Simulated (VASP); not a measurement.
# Pd (Im-3m) in VASP: further runs, part 2 of 2

VASP 6.6.1. Earlier steps stand in the parts before.

### Step 5. Single point, PBE

INCAR reads:

```
  PREC = Accurate
  ENCUT = 520
  EDIFF = 1E-6
  ISMEAR = 0
  SIGMA = 0.1
  LREAL = False
  LASPH = True
  NELM = 80
  ALGO = Normal
  ISIF = 2
  LWAVE = False
  LCHARG = True
  GGA = PE
  LELF = True
  LVHAR = True
  NBANDS = 11
```

KPOINTS reads:

```
regular mesh
0
Gamma
  18 18 18
```

POSCAR reads:

```
Pd
1.0
   -1.5686253122      1.5686253122      1.5686253122
    1.5686253122     -1.5686253122      1.5686253122
    1.5686253122      1.5686253122     -1.5686253122
Pd
1
Direct
    0.0000000000      0.0000000000      0.0000000000
```

Potentials or basis: VASP PAW PBE potentials, release 64 (Pd).

The run is started by

```bash
cat potpaw_PBE.64/Pd/POTCAR > POTCAR
mpirun -np 1 vasp_std > vasp.out
```

OUTCAR:

```text
PREC = Accurate
   ENCUT = 520
   EDIFF = 1E-6
   ISMEAR = 0
   LREAL = False
   LASPH = True
   NELM = 80
   ISIF = 2
   GGA = PE

 ion  position               nearest neighbor table
   1  0.000  0.000  0.000-

  LATTYP: Found a body centered cubic cell.
 ALAT       =     3.1372506244

  Lattice vectors:

 A1 = (  -1.5686253122,   1.5686253122,   1.5686253122)
 A2 = (   1.5686253122,  -1.5686253122,   1.5686253122)
 A3 = (   1.5686253122,   1.5686253122,  -1.5686253122)

Analysis of symmetry for initial positions (statically):
=====================================================================
 Subroutine PRICEL returns:
 Original cell was already a primitive cell.

 Routine SETGRP: Setting up the symmetry group for a
 body centered cubic supercell.

 Subroutine GETGRP returns: Found 48 space group operations
 (whereof 48 operations were pure point group operations)
 out of a pool of 48 trial point group operations.

The static configuration has the point symmetry O_h .

Analysis of symmetry for dynamics (positions and initial velocities):
=====================================================================
 Subroutine PRICEL returns:
 Original cell was already a primitive cell.

 Routine SETGRP: Setting up the symmetry group for a
 body centered cubic supercell.

 Subroutine GETGRP returns: Found 48 space group operations
 (whereof 48 operations were pure point group operations)
 out of a pool of 48 trial point group operations.

The dynamic configuration has the point symmetry O_h .

 Subroutine INISYM returns: Found 48 space group operations
 (whereof 48 operations are pure point group operations),
 and found     1 'primitive' translations

----------------------------------------------------------------------------------------

                                     Primitive cell
[... 113 lines left out ...]
   LORBIT       =      0    0 simple, 1 ext, 2 COOP (PROOUT), +10 PAW based schemes
   GGA     = PE    functional components
   LHFCALC =     F    Hartree Fock is set to
   AEXX    =    0.0000 exact exchange contribution
   IVDW    =     0    specifies the selected vdW correction
   LEPSILON=     F    determine dielectric tensor
   LRPA    =     F    only Hartree local field effects (RPA)
 non-spin polarized calculation
 Gauss-broadening in eV      SIGMA  =   0.10
  energy-cutoff  :      520.00
  volume of cell :       15.44
 maximum number of plane-waves:       430
   NGX = 11   NGY = 11   NGZ = 11

 number of electron      10.0000006 magnetization

 Free energy of the ion-electron system (eV)
  ---------------------------------------------------
  ext. energy  EPLUGINS =         0.00000000
  ---------------------------------------------------
  free energy    TOTEN  =        -5.17878341 eV

  energy without entropy =       -5.17229750  energy(sigma->0) =       -5.17554045

 E-fermi :   9.0286     XC(G=0): -12.8967

 val. band max:        9.0154698703   @ k =  -0.4444  -0.4444   0.3333
 cond. band min:       9.0345489559   @ k =   0.5000   0.5000   0.4444
 fundamental gap:      0.0190790856
 Fermi energy:         9.0286043836

 k-point     1 :       0.0000    0.0000    0.0000
  band No.  band energies     occupation
      1       2.2484      2.00000
      2       6.2723      2.00000
      3       6.2723      2.00000
      4       6.2723      2.00000
      5       8.1350      2.00000
      6       8.1350      2.00000
      7      28.3212      0.00000
      8      28.3212      0.00000
      9      28.3212      0.00000
     10      36.1473      0.00000
     11      36.4132      0.00000
[... 309 lines left out ...]
 k-point    24 :       0.3889    0.1111    0.0000
  band No.  band energies     occupation
      1       4.3420      2.00000
      2       5.2610      2.00000
      3       7.7239      2.00000
      4       8.0357      2.00000
      5       8.7998      1.99879
      6      11.4551      0.00000
      7      17.3630      0.00000
      8      23.5381      0.00000
      9      25.8308      0.00000
     10      32.5672      0.00000
     11      35.0953      0.00000

 [... further k-points ...]

------------------------ aborting loop because EDIFF is reached ----------------------------------------

  FORCE on cell =-STRESS in cart. coord.  units (eV):
  Direction    XX          YY          ZZ          XY          YZ          ZX
  --------------------------------------------------------------------------------------
  -------------------------------------------------------------------------------------
  Total       -0.0308988     -0.0308988     -0.0308988      0.0000000      0.0000000     -0.0000000
  in kB       -3.2065218     -3.2065218     -3.2065218      0.0000000      0.0000000     -0.0000000
  external PRESSURE =      -3.2065218 kB  Pullay stress =       0.0000000 kB

 VOLUME and BASIS-vectors are now :
 -----------------------------------------------------------------------------
  energy-cutoff  :      520.00
  volume of cell :       15.44
      direct lattice vectors                 reciprocal lattice vectors
    -1.568625312  1.568625312  1.568625312     0.000000000  0.318750435  0.318750435
     1.568625312 -1.568625312  1.568625312     0.318750435  0.000000000  0.318750435
     1.568625312  1.568625312 -1.568625312     0.318750435  0.318750435  0.000000000

 POSITION                                       TOTAL-FORCE (eV/Angst)
 -----------------------------------------------------------------------------------
      0.00000      0.00000      0.00000         0.000000     -0.000000      0.000000
 -----------------------------------------------------------------------------------
    total drift:                                0.000000      0.000000      0.000000

  FREE ENERGIE OF THE ION-ELECTRON SYSTEM (eV)
  ---------------------------------------------------
  free  energy   TOTEN  =        -5.1787834100 eV

  energy  without entropy=       -5.1722974979  energy(sigma->0) =       -5.17554045
```

OSZICAR:

```text
N       E                     dE             d eps       ncg     rms          rms(c)
DAV:   1     0.434411954526E+02    0.43441E+02   -0.51362E+03  4330   0.845E+02
DAV:   2    -0.483231101327E+01   -0.48274E+02   -0.46759E+02  4832   0.183E+02
DAV:   3    -0.542714106661E+01   -0.59483E+00   -0.59413E+00  5142   0.217E+01
DAV:   4    -0.542998621357E+01   -0.28451E-02   -0.28448E-02  5187   0.159E+00
DAV:   5    -0.543001872868E+01   -0.32515E-04   -0.32514E-04  5428   0.152E-01    0.671E+00
DAV:   6    -0.518994896631E+01    0.24007E+00   -0.10348E+00  5214   0.813E+00    0.329E+00
DAV:   7    -0.518185540987E+01    0.80936E-02   -0.89947E-03  5487   0.725E-01    0.177E+00
DAV:   8    -0.517878161668E+01    0.30738E-02   -0.97777E-04  5298   0.229E-01    0.613E-02
DAV:   9    -0.517877979313E+01    0.18235E-05   -0.12223E-05  5494   0.310E-02    0.158E-02
DAV:  10    -0.517878368082E+01   -0.38877E-05   -0.18962E-06  5311   0.132E-02    0.326E-03
DAV:  11    -0.517878340999E+01    0.27083E-06   -0.17276E-08  3405   0.112E-03
   1 F= -.51787834E+01 E0= -.51755405E+01  d E =-.648591E-02
```

Run time: 11 s. Hardware: 1 thread of Intel Xeon 6975P-C (Granite Rapids), shared host; peak memory 0.15 GiB.

What came out:

```yaml
Free_energy: -5.1788 eV
Pressure: -0.3 GPa
Band_gap_on_the_k_mesh: none (metal or under the smearing width)
```

Levels at points of the mesh, in eV from the Fermi level:
| k point | band 3 | band 4 | band 5 | band 6 | band 7 | band 8 |
| --- | --- | --- | --- | --- | --- | --- |
| (0.00, 0.00, 0.00) | -2.76 | -2.76 | -0.89 | -0.89 | 19.29 | 19.29 |
| (0.50, 0.00, 0.00) | -0.96 | -0.68 | 0.56 | 1.49 | 7.59 | 15.05 |
| (0.50, 0.50, 0.50) | 0.20 | 0.20 | 0.20 | 9.09 | 9.09 | 9.09 |

### Step 6. Single point, PBE

INCAR reads:

```
SYSTEM = Pd
ALGO = Normal ; EDIFF = 1E-7
ENCUT = 520 ; GGA = PE
ISIF = 2 ; ISMEAR = 0
LASPH = .True. ; LCHARG = .False.
LREAL = .False. ; LWAVE = .False.
NBANDS = 11 ; NELM = 60
PREC = Accurate ; SIGMA = 0.1
```

KPOINTS reads:

```
k-points
0
Gamma
  18 18 18
  0 0 0
```

POSCAR is that of step 5.

Potentials or basis: VASP PAW PBE potentials, release 64 (Pd).

The run is started by

```bash
cat potpaw_PBE.64/Pd/POTCAR > POTCAR
mpirun -np 1 vasp_std > vasp.out
```

OUTCAR:

```text
SYSTEM = Pd
   EDIFF = 1E-7
   ENCUT = 520
   GGA = PE
   ISIF = 2
   ISMEAR = 0
   LASPH = .True.
   LREAL = .False.
   NELM = 60
   PREC = Accurate

 ion  position               nearest neighbor table
   1  0.000  0.000  0.000-

  LATTYP: Found a body centered cubic cell.
 ALAT       =     3.1372506244

  Lattice vectors:

 A1 = (  -1.5686253122,   1.5686253122,   1.5686253122)
 A2 = (   1.5686253122,  -1.5686253122,   1.5686253122)
 A3 = (   1.5686253122,   1.5686253122,  -1.5686253122)

Analysis of symmetry for initial positions (statically):
=====================================================================
 Subroutine PRICEL returns:
 Original cell was already a primitive cell.

 Routine SETGRP: Setting up the symmetry group for a
 body centered cubic supercell.

 Subroutine GETGRP returns: Found 48 space group operations
 (whereof 48 operations were pure point group operations)
 out of a pool of 48 trial point group operations.

The static configuration has the point symmetry O_h .

Analysis of symmetry for dynamics (positions and initial velocities):
=====================================================================
 Subroutine PRICEL returns:
 Original cell was already a primitive cell.

 Routine SETGRP: Setting up the symmetry group for a
 body centered cubic supercell.

 Subroutine GETGRP returns: Found 48 space group operations
 (whereof 48 operations were pure point group operations)
 out of a pool of 48 trial point group operations.

The dynamic configuration has the point symmetry O_h .

 Subroutine INISYM returns: Found 48 space group operations
 (whereof 48 operations are pure point group operations),
 and found     1 'primitive' translations

----------------------------------------------------------------------------------------
[... 114 lines left out ...]
  Thomas-Fermi vector in A             =   2.537786
   LORBIT       =      0    0 simple, 1 ext, 2 COOP (PROOUT), +10 PAW based schemes
   GGA     = PE    functional components
   LHFCALC =     F    Hartree Fock is set to
   AEXX    =    0.0000 exact exchange contribution
   IVDW    =     0    specifies the selected vdW correction
   LEPSILON=     F    determine dielectric tensor
   LRPA    =     F    only Hartree local field effects (RPA)
 non-spin polarized calculation
 Gauss-broadening in eV      SIGMA  =   0.10
  energy-cutoff  :      520.00
  volume of cell :       15.44
 maximum number of plane-waves:       430
   NGX = 11   NGY = 11   NGZ = 11

 number of electron      10.0000006 magnetization

 Free energy of the ion-electron system (eV)
  ---------------------------------------------------
  ext. energy  EPLUGINS =         0.00000000
  ---------------------------------------------------
  free energy    TOTEN  =        -5.17878338 eV

  energy without entropy =       -5.17229749  energy(sigma->0) =       -5.17554044

 E-fermi :   9.0286     XC(G=0): -12.8967

 val. band max:        9.0154635799   @ k =  -0.4444  -0.4444   0.3333
 cond. band min:       9.0345428565   @ k =   0.5000   0.5000   0.4444
 fundamental gap:      0.0190792767
 Fermi energy:         9.0285976549

 k-point     1 :       0.0000    0.0000    0.0000
  band No.  band energies     occupation
      1       2.2484      2.00000
      2       6.2723      2.00000
      3       6.2723      2.00000
      4       6.2723      2.00000
      5       8.1350      2.00000
      6       8.1350      2.00000
      7      28.3212      0.00000
      8      28.3212      0.00000
      9      28.3212      0.00000
     10      35.9956      0.00000
     11      36.4132      0.00000
[... 309 lines left out ...]
 k-point    24 :       0.3889    0.1111    0.0000
  band No.  band energies     occupation
      1       4.3420      2.00000
      2       5.2610      2.00000
      3       7.7239      2.00000
      4       8.0357      2.00000
      5       8.7998      1.99879
      6      11.4551      0.00000
      7      17.3630      0.00000
      8      23.5381      0.00000
      9      25.8308      0.00000
     10      32.5672      0.00000
     11      35.0952      0.00000

 [... further k-points ...]

------------------------ aborting loop because EDIFF is reached ----------------------------------------

  FORCE on cell =-STRESS in cart. coord.  units (eV):
  Direction    XX          YY          ZZ          XY          YZ          ZX
  --------------------------------------------------------------------------------------
  -------------------------------------------------------------------------------------
  Total       -0.0308707     -0.0308707     -0.0308707      0.0000000      0.0000000      0.0000000
  in kB       -3.2036050     -3.2036050     -3.2036050      0.0000000      0.0000000      0.0000000
  external PRESSURE =      -3.2036050 kB  Pullay stress =       0.0000000 kB

 VOLUME and BASIS-vectors are now :
 -----------------------------------------------------------------------------
  energy-cutoff  :      520.00
  volume of cell :       15.44
      direct lattice vectors                 reciprocal lattice vectors
    -1.568625312  1.568625312  1.568625312     0.000000000  0.318750435  0.318750435
     1.568625312 -1.568625312  1.568625312     0.318750435  0.000000000  0.318750435
     1.568625312  1.568625312 -1.568625312     0.318750435  0.318750435  0.000000000

 POSITION                                       TOTAL-FORCE (eV/Angst)
 -----------------------------------------------------------------------------------
      0.00000      0.00000      0.00000        -0.000000     -0.000000     -0.000000
 -----------------------------------------------------------------------------------
    total drift:                                0.000000     -0.000000      0.000000

  FREE ENERGIE OF THE ION-ELECTRON SYSTEM (eV)
  ---------------------------------------------------
  free  energy   TOTEN  =        -5.1787833817 eV

  energy  without entropy=       -5.1722974927  energy(sigma->0) =       -5.17554044
```

OSZICAR:

```text
N       E                     dE             d eps       ncg     rms          rms(c)
DAV:   1     0.434411954526E+02    0.43441E+02   -0.51362E+03  4330   0.845E+02
DAV:   2    -0.483231101327E+01   -0.48274E+02   -0.46759E+02  4832   0.183E+02
DAV:   3    -0.542714106661E+01   -0.59483E+00   -0.59413E+00  5142   0.217E+01
DAV:   4    -0.542998621357E+01   -0.28451E-02   -0.28448E-02  5187   0.159E+00
DAV:   5    -0.543001872868E+01   -0.32515E-04   -0.32514E-04  5428   0.152E-01    0.671E+00
DAV:   6    -0.518994896631E+01    0.24007E+00   -0.10348E+00  5214   0.813E+00    0.329E+00
DAV:   7    -0.518185540987E+01    0.80936E-02   -0.89947E-03  5487   0.725E-01    0.177E+00
DAV:   8    -0.517878161668E+01    0.30738E-02   -0.97777E-04  5298   0.229E-01    0.613E-02
DAV:   9    -0.517877979313E+01    0.18235E-05   -0.12223E-05  5494   0.310E-02    0.158E-02
DAV:  10    -0.517878368082E+01   -0.38877E-05   -0.18962E-06  5320   0.132E-02    0.326E-03
DAV:  11    -0.517878340967E+01    0.27115E-06   -0.18395E-08  4639   0.112E-03    0.267E-04
DAV:  12    -0.517878338173E+01    0.27942E-07   -0.20208E-09  3507   0.420E-04
   1 F= -.51787834E+01 E0= -.51755404E+01  d E =-.648589E-02
```

Run time: 11 s. Hardware: 1 thread of Intel Xeon 6975P-C (Granite Rapids), shared host; peak memory 0.15 GiB.

Results:

* Free energy: -5.1788 eV
* Pressure: -0.3 GPa
* Band gap on the k mesh: none (metal or under the smearing width)

### Step 7. Summary

| potentials or basis | cell | k mesh | gap on the mesh (eV) | pressure (GPa) |
| --- | --- | --- | --- | --- |
| VASP PAW PBE potentials, release 64 (Pd) | strained and moved within a subgroup | 15 × 15 × 15 | none | -13.7 |
| VASP PAW PBE potentials, release 64 (Pd) | strained and moved within the space group | 18 × 18 × 18 | none | -4.4 |
| VASP PAW PBE potentials, release 64 (Ag) | Pd replaced by Ag, lengths x 1.026, strained and moved within the space group | 18 × 18 × 18 | none | -4.0 |
| VASP PAW PBE potentials, release 64 (Pd) | as given | 18 × 18 × 18 | none | -0.3 |

Alike in all rows: task single point; level PBE; no spin polarisation; cutoff (eV) 520; smearing gaussian 0.1 eV.

Absolute energies hang on the potentials; compare differences alone.
